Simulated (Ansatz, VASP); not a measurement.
Ti: VASP beside Ansatz

```
Ti
1.0
     2.67433    0.00000    0.00000
     0.00000    2.67433    0.00000
     0.00000    0.00000    2.67433
Ti
1
Direct
  0.00000 0.00000 0.00000
```

Alike in both runs: task single point; functional BLYP; k mesh 13 × 13 × 13; occupations fermi-dirac, width 0.1 eV; no spin polarisation.

```csv
,VASP,Ansatz
version,VASP 6.6.1,Ansatz 0.2.0
potentials or method,"VASP PAW PBE potentials, release 64 (Ti_sv)","plane waves (420 eV) with PAW, scalar-relativistic"
plane-wave cutoff (eV),520,420
valence electrons in the cell,12,12
```

|  | VASP | Ansatz | Ansatz less VASP |
| --- | --- | --- | --- |
| pressure (GPa) | -0.2 | -0.2 | +0.05 |

Caveats: the PAW data sets were made with another functional, which shifts forces and pressure a little (VASP).
